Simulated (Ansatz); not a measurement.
Born–Oppenheimer molecular dynamics of a periodic cell of 39 atoms, Li7Nb8O24 (host LiNbO3, host structure R3c, one Li atom removed), cell charge -1. It goes on from the last frame of an earlier run, with new velocities.

Theory: DFT PBEsol, scalar-relativistic, plane waves, PAW (Ansatz 0.2.0). Settings: accuracy low, cutoff 420 eV, k mesh 2x2x2, fermi-dirac smearing 0.05 eV, no spin polarisation.

```json
{
  "ensemble": "NVT, Langevin thermostat",
  "time step": "1 fs",
  "steps asked": "400",
  "set temperature": "1170 K",
  "friction": "0.005 /fs",
  "seed": "278087"
}
```

Frames 1 fs apart, positions in Å.

Velocities at 250 fs (Å/ps):

```
Li -15.65 -5.17 -4.75
Li 7.81 -4.97 -11.30
Nb -1.75 0.50 3.07
Nb 0.30 -1.36 -1.68
O 7.56 0.69 3.96
O -7.17 0.11 -8.42
O 4.20 -10.95 -4.46
O -4.71 -8.99 6.31
O 3.93 -7.78 -4.05
O -10.87 14.24 -1.10
Li -3.39 -0.76 -9.48
Li 3.33 -14.48 -7.63
Nb -1.64 -0.19 1.94
Nb 5.54 1.43 6.99
O 6.54 2.10 5.22
O 17.18 0.42 5.25
O 4.14 -8.48 -3.64
O -10.16 -8.60 -7.30
O 5.53 3.80 -5.40
O 8.43 6.07 -2.43
Li 0.28 20.75 -8.93
Nb 0.97 4.08 6.15
Nb 0.81 1.42 -6.21
O -0.39 -2.35 -11.64
O -1.79 -2.28 0.79
O 3.90 -4.19 1.51
O 10.79 -11.97 -4.94
O 12.21 7.52 -7.31
O 0.04 4.29 -1.46
Li -16.72 1.52 7.92
Li -2.44 -11.94 -9.04
Nb 4.49 -1.61 -2.39
Nb 2.29 6.02 -2.11
O -5.49 1.32 -7.30
O 3.07 10.34 -10.54
O -1.07 3.69 1.57
O 4.50 2.20 -24.72
O -1.14 8.16 8.49
O -11.44 5.53 2.18
```

```xyz
39
Lattice="-5.2028 -3.0038 4.6691 5.2028 -3.0038 4.6691 0.0000 6.0077 4.6691" Properties=species:S:1:pos:R:3 time_fs=250 energy_less_start_eV=1.388 T=1038
Li 0.310 0.149 3.524
Li 0.468 -0.088 10.959
Nb 0.406 -0.241 -0.436
Nb 0.431 -0.149 6.277
O -0.284 -1.767 5.290
O 1.940 0.145 5.374
O -0.714 0.990 4.987
O -1.401 -0.386 7.487
O 1.085 1.339 7.663
O 1.237 -1.303 7.599
Li 0.224 -3.053 8.141
Li 0.203 3.150 6.102
Nb 0.360 -3.515 4.450
Nb 0.149 2.937 1.688
O 4.925 -1.643 5.308
O -3.483 0.132 5.174
O -0.965 -1.794 10.061
O 3.633 -0.365 7.399
O -4.349 1.234 7.605
O 1.220 1.891 2.950
Li 2.820 -1.911 4.927
Nb -2.442 1.540 4.263
Nb 2.707 -1.516 2.125
O 2.152 2.990 5.436
O -0.754 1.288 10.231
O -3.251 -3.267 5.204
O 1.174 -1.457 3.300
O -1.986 -3.034 7.710
O 3.671 3.255 7.909
Li 3.165 1.568 7.296
Li -1.861 -1.702 5.542
Nb 2.726 1.903 4.076
Nb -2.084 -1.648 2.129
O 2.083 -0.050 10.111
O -0.834 4.495 5.258
O 1.990 -3.468 5.183
O 1.376 -4.923 7.870
O -1.805 -0.131 2.977
O -1.057 2.994 7.618
39
Lattice="-5.2028 -3.0038 4.6691 5.2028 -3.0038 4.6691 0.0000 6.0077 4.6691" Properties=species:S:1:pos:R:3 time_fs=251 energy_less_start_eV=1.247 T=1037
Li 0.294 0.143 3.519
Li 0.475 -0.094 10.949
Nb 0.404 -0.240 -0.433
Nb 0.431 -0.151 6.275
O -0.276 -1.766 5.294
O 1.932 0.145 5.366
O -0.710 0.980 4.982
O -1.406 -0.395 7.493
O 1.088 1.331 7.659
O 1.225 -1.289 7.598
Li 0.220 -3.053 8.131
Li 0.205 3.136 6.095
Nb 0.358 -3.515 4.452
Nb 0.154 2.938 1.696
O 4.931 -1.641 5.313
O -3.466 0.133 5.179
O -0.960 -1.803 10.057
O 3.623 -0.374 7.393
O -4.345 1.239 7.600
O 1.229 1.897 2.947
Li 2.821 -1.888 4.918
Nb -2.441 1.544 4.269
Nb 2.708 -1.514 2.118
O 2.151 2.989 5.425
O -0.755 1.287 10.232
O -3.247 -3.271 5.205
O 1.184 -1.470 3.294
O -1.974 -3.026 7.703
O 3.672 3.259 7.907
Li 3.149 1.570 7.303
Li -1.865 -1.713 5.534
Nb 2.731 1.901 4.074
Nb -2.082 -1.642 2.126
O 2.078 -0.049 10.104
O -0.830 4.505 5.248
O 1.989 -3.464 5.185
O 1.381 -4.921 7.846
O -1.806 -0.123 2.986
O -1.068 3.000 7.620
39
Lattice="-5.2028 -3.0038 4.6691 5.2028 -3.0038 4.6691 0.0000 6.0077 4.6691" Properties=species:S:1:pos:R:3 time_fs=252 energy_less_start_eV=1.090 T=1095
Li 0.278 0.136 3.514
Li 0.480 -0.099 10.940
Nb 0.403 -0.241 -0.430
Nb 0.431 -0.152 6.273
O -0.265 -1.765 5.299
O 1.925 0.144 5.357
O -0.705 0.971 4.978
O -1.410 -0.403 7.500
O 1.089 1.324 7.656
O 1.212 -1.276 7.597
Li 0.215 -3.052 8.121
Li 0.206 3.120 6.087
Nb 0.356 -3.516 4.454
Nb 0.159 2.939 1.703
O 4.936 -1.638 5.317
O -3.448 0.134 5.184
O -0.954 -1.812 10.053
O 3.614 -0.382 7.387
O -4.343 1.246 7.595
O 1.238 1.900 2.945
Li 2.823 -1.864 4.910
Nb -2.440 1.548 4.275
Nb 2.709 -1.513 2.112
O 2.150 2.988 5.415
O -0.756 1.286 10.232
O -3.243 -3.276 5.208
O 1.195 -1.484 3.287
O -1.961 -3.017 7.697
O 3.673 3.264 7.905
Li 3.132 1.571 7.310
Li -1.873 -1.724 5.527
Nb 2.736 1.899 4.072
Nb -2.080 -1.637 2.123
O 2.074 -0.050 10.097
O -0.826 4.515 5.237
O 1.988 -3.460 5.189
O 1.384 -4.919 7.820
O -1.807 -0.114 2.996
O -1.080 3.006 7.622
39
Lattice="-5.2028 -3.0038 4.6691 5.2028 -3.0038 4.6691 0.0000 6.0077 4.6691" Properties=species:S:1:pos:R:3 time_fs=253 energy_less_start_eV=0.925 T=1101
Li 0.263 0.129 3.509
Li 0.485 -0.104 10.931
Nb 0.401 -0.241 -0.427
Nb 0.431 -0.152 6.272
O -0.252 -1.764 5.305
O 1.917 0.144 5.349
O -0.700 0.963 4.974
O -1.414 -0.410 7.505
O 1.089 1.317 7.653
O 1.200 -1.264 7.597
Li 0.211 -3.052 8.112
Li 0.209 3.101 6.081
Nb 0.353 -3.516 4.455
Nb 0.164 2.940 1.710
O 4.942 -1.635 5.319
O -3.430 0.136 5.187
O -0.946 -1.822 10.048
O 3.605 -0.391 7.383
O -4.342 1.256 7.590
O 1.248 1.902 2.944
Li 2.825 -1.838 4.901
Nb -2.439 1.552 4.281
Nb 2.709 -1.511 2.106
O 2.147 2.988 5.406
O -0.757 1.288 10.229
O -3.239 -3.281 5.211
O 1.206 -1.499 3.278
O -1.947 -3.009 7.691
O 3.675 3.269 7.902
Li 3.114 1.570 7.318
Li -1.886 -1.733 5.519
Nb 2.740 1.896 4.070
Nb -2.078 -1.632 2.121
O 2.071 -0.050 10.090
O -0.820 4.524 5.226
O 1.986 -3.456 5.193
O 1.387 -4.917 7.794
O -1.808 -0.105 3.006
O -1.092 3.013 7.623
39
Lattice="-5.2028 -3.0038 4.6691 5.2028 -3.0038 4.6691 0.0000 6.0077 4.6691" Properties=species:S:1:pos:R:3 time_fs=254 energy_less_start_eV=0.769 T=1148
Li 0.247 0.122 3.502
Li 0.491 -0.112 10.923
Nb 0.399 -0.240 -0.424
Nb 0.431 -0.153 6.271
O -0.237 -1.763 5.311
O 1.908 0.145 5.340
O -0.695 0.955 4.970
O -1.418 -0.416 7.508
O 1.089 1.312 7.652
O 1.187 -1.253 7.596
Li 0.209 -3.053 8.104
Li 0.213 3.080 6.075
Nb 0.350 -3.517 4.457
Nb 0.168 2.940 1.717
O 4.947 -1.634 5.320
O -3.413 0.138 5.189
O -0.938 -1.831 10.042
O 3.597 -0.401 7.382
O -4.342 1.267 7.585
O 1.257 1.904 2.944
Li 2.826 -1.811 4.893
Nb -2.439 1.556 4.287
Nb 2.710 -1.510 2.100
O 2.144 2.988 5.397
O -0.757 1.291 10.226
O -3.235 -3.285 5.216
O 1.217 -1.515 3.268
O -1.932 -3.001 7.686
O 3.677 3.275 7.897
Li 3.095 1.567 7.324
Li -1.903 -1.740 5.512
Nb 2.745 1.893 4.068
Nb -2.075 -1.627 2.118
O 2.068 -0.051 10.084
O -0.814 4.533 5.215
O 1.984 -3.451 5.197
O 1.389 -4.916 7.768
O -1.809 -0.096 3.017
O -1.105 3.020 7.625
```

Of the whole run (400 fs, mean temperature of the second half 1206 K): A run of 0.4 ps of so small a system gives no equilibrium averages. Limits of this set-up: no spin, though dangling bonds at a vacancy may carry it, a small cell, in which the defect meets its images, low accuracy level, charged cell in a uniform background, uncorrected.

The run took 16 min on 4 threads of AMD EPYC 9R45 96-Core Processor (Zen 5), on a shared host, peak memory 2.3 GiB.
